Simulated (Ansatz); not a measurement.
Band table of CaF2 (fluorite type)

```
Ca F
1.0
     0.00000    2.47186    2.47186
     2.47186    0.00000    2.47186
     2.47186    2.47186    0.00000
Ca F
1 2
Direct
  0.00000 0.00000 0.00000
  0.25000 0.25000 0.25000
  0.75000 0.75000 0.75000
```

The cell comes from a relaxation on PAW files under the same functional, begun from a prototype that needn't be the stable phase.

Computed with Ansatz 0.2.0; functional LDA, scalar-relativistic. Settings: a Γ-centred 11×11×11 k mesh, Fermi–Dirac smearing of 0.05 eV, no spin polarisation. Methods: LAPW: all electrons, basis error target 1 meV/atom.

This run: volume at 0.8 of the series' base cell.

The structure type is held throughout; the real material can change phase at far lower pressure.

Path points, in fractions of the reciprocal vectors: Γ (0.000, 0.000, 0.000), X (0.500, 0.000, 0.500), U (0.625, 0.250, 0.625), K (0.375, 0.375, 0.750), L (0.500, 0.500, 0.500), W (0.500, 0.250, 0.750). The distance column jumps between branches of the path. Levels in eV from the valence-band top; bands 6 to 17, counted from the lowest band of the run. The gap is 8.61 eV, the pressure 37.7 GPa.

```
# k(1/Å) point b6 b7 b8 b9 b10 b11 b12 b13 b14 b15 b16 b17
0.000 Γ -20.32 -19.02 -15.43 -15.43 -15.43 -3.33 -3.33 -3.33 -0.29 -0.29 -0.29 8.87
0.159 - -20.36 -19.05 -15.44 -15.44 -15.37 -3.29 -3.29 -3.22 -0.47 -0.28 -0.28 9.03
0.318 - -20.47 -19.13 -15.49 -15.49 -15.20 -3.19 -3.19 -2.91 -0.96 -0.27 -0.27 9.44
0.477 - -20.63 -19.24 -15.55 -15.55 -14.96 -3.02 -3.02 -2.42 -1.63 -0.25 -0.25 9.68
0.635 - -20.80 -19.37 -15.63 -15.63 -14.69 -2.80 -2.80 -2.34 -1.82 -0.27 -0.27 9.49
0.794 - -20.97 -19.50 -15.70 -15.70 -14.41 -3.00 -2.55 -2.55 -1.17 -0.33 -0.33 9.19
0.953 - -21.10 -19.60 -15.77 -15.77 -14.18 -3.53 -2.28 -2.28 -0.58 -0.44 -0.44 8.89
1.112 - -21.18 -19.67 -15.81 -15.81 -14.03 -3.86 -2.07 -2.07 -0.55 -0.55 -0.16 8.69
1.271 X -21.21 -19.69 -15.82 -15.82 -13.97 -3.98 -1.98 -1.98 -0.60 -0.60 0.00 8.61
1.327 - -21.20 -19.70 -15.82 -15.81 -13.98 -3.97 -1.99 -1.98 -0.61 -0.60 0.00 8.62
1.383 - -21.19 -19.73 -15.82 -15.78 -14.00 -3.95 -2.01 -1.98 -0.63 -0.59 -0.01 8.64
1.439 - -21.16 -19.79 -15.81 -15.73 -14.03 -3.90 -2.04 -1.97 -0.67 -0.59 -0.02 8.67
1.496 - -21.12 -19.85 -15.80 -15.66 -14.08 -3.84 -2.07 -1.96 -0.72 -0.58 -0.04 8.72
1.552 - -21.08 -19.93 -15.79 -15.58 -14.13 -3.77 -2.12 -1.94 -0.79 -0.56 -0.06 8.77
1.608 - -21.02 -20.02 -15.78 -15.50 -14.20 -3.68 -2.17 -1.92 -0.87 -0.55 -0.09 8.83
1.664 - -20.95 -20.11 -15.76 -15.40 -14.28 -3.58 -2.22 -1.90 -0.96 -0.55 -0.12 8.89
1.720 U -20.88 -20.20 -15.75 -15.31 -14.36 -3.48 -2.27 -1.87 -1.06 -0.54 -0.16 8.95
2.499 K -20.88 -20.20 -15.75 -15.31 -14.36 -3.48 -2.27 -1.87 -1.06 -0.54 -0.16 8.95
2.667 - -20.61 -20.46 -15.69 -15.07 -14.64 -3.16 -2.37 -1.75 -1.41 -0.64 -0.24 9.13
2.836 - -20.64 -20.28 -15.63 -14.93 -14.91 -2.94 -2.29 -1.81 -1.58 -0.95 -0.24 9.33
3.004 - -20.73 -19.94 -15.57 -15.18 -14.87 -2.91 -2.20 -2.00 -1.41 -1.36 -0.22 9.57
3.173 - -20.71 -19.61 -15.52 -15.37 -14.93 -2.96 -2.58 -1.93 -1.61 -1.09 -0.21 9.80
3.341 - -20.61 -19.35 -15.48 -15.46 -15.07 -3.07 -2.89 -2.46 -1.18 -0.81 -0.23 9.85
3.510 - -20.48 -19.16 -15.47 -15.45 -15.24 -3.19 -3.13 -2.91 -0.75 -0.55 -0.26 9.50
3.678 - -20.36 -19.06 -15.44 -15.43 -15.38 -3.29 -3.28 -3.22 -0.42 -0.36 -0.28 9.05
3.847 Γ -20.32 -19.02 -15.43 -15.43 -15.43 -3.33 -3.33 -3.33 -0.29 -0.29 -0.29 8.87
3.984 - -20.35 -19.05 -15.43 -15.43 -15.39 -3.30 -3.30 -3.26 -0.36 -0.32 -0.32 8.99
4.122 - -20.43 -19.11 -15.45 -15.45 -15.30 -3.21 -3.21 -3.06 -0.54 -0.40 -0.40 9.31
4.259 - -20.54 -19.23 -15.48 -15.48 -15.14 -3.07 -3.07 -2.76 -0.80 -0.52 -0.52 9.75
4.397 - -20.65 -19.39 -15.51 -15.51 -14.95 -2.91 -2.91 -2.43 -1.07 -0.65 -0.65 10.18
4.535 - -20.74 -19.56 -15.54 -15.54 -14.75 -2.74 -2.74 -2.10 -1.31 -0.78 -0.78 10.38
4.672 - -20.81 -19.71 -15.56 -15.56 -14.58 -2.60 -2.60 -1.84 -1.50 -0.89 -0.89 10.44
4.810 - -20.84 -19.82 -15.58 -15.58 -14.46 -2.50 -2.50 -1.67 -1.62 -0.96 -0.96 10.47
4.947 L -20.86 -19.86 -15.58 -15.58 -14.42 -2.46 -2.46 -1.66 -1.61 -0.99 -0.99 10.48
5.060 - -20.85 -19.89 -15.59 -15.55 -14.43 -2.50 -2.43 -1.77 -1.53 -1.00 -0.91 10.31
5.172 - -20.82 -19.98 -15.61 -15.45 -14.48 -2.59 -2.38 -1.97 -1.34 -1.02 -0.75 9.97
5.284 - -20.78 -20.11 -15.64 -15.31 -14.55 -2.68 -2.42 -2.06 -1.17 -0.98 -0.60 9.65
5.397 - -20.72 -20.25 -15.68 -15.15 -14.62 -2.75 -2.63 -1.93 -1.19 -0.76 -0.50 9.40
5.509 - -20.67 -20.38 -15.74 -14.99 -14.68 -2.85 -2.80 -1.74 -1.25 -0.52 -0.45 9.23
5.621 - -20.62 -20.49 -15.79 -14.87 -14.72 -3.02 -2.83 -1.55 -1.30 -0.44 -0.32 9.13
5.734 - -20.59 -20.56 -15.83 -14.79 -14.75 -3.14 -2.84 -1.41 -1.34 -0.46 -0.19 9.08
5.846 W -20.58 -20.58 -15.84 -14.76 -14.76 -3.17 -2.85 -1.35 -1.35 -0.47 -0.15 9.06
5.925 - -20.72 -20.43 -15.84 -14.94 -14.59 -3.26 -2.76 -1.49 -1.22 -0.48 -0.14 9.04
6.005 - -20.84 -20.28 -15.84 -15.12 -14.44 -3.42 -2.60 -1.61 -1.08 -0.49 -0.12 8.98
6.084 - -20.95 -20.14 -15.84 -15.30 -14.30 -3.57 -2.43 -1.72 -0.95 -0.52 -0.09 8.90
6.164 - -21.04 -20.00 -15.83 -15.46 -14.18 -3.71 -2.28 -1.81 -0.84 -0.55 -0.06 8.81
6.243 - -21.11 -19.87 -15.83 -15.61 -14.09 -3.83 -2.16 -1.89 -0.74 -0.57 -0.04 8.73
6.323 - -21.17 -19.78 -15.83 -15.72 -14.03 -3.91 -2.06 -1.94 -0.66 -0.59 -0.02 8.67
6.402 - -21.20 -19.71 -15.82 -15.80 -13.99 -3.96 -2.00 -1.97 -0.62 -0.60 0.00 8.63
6.481 X -21.21 -19.69 -15.82 -15.82 -13.97 -3.98 -1.98 -1.98 -0.60 -0.60 0.00 8.61
```
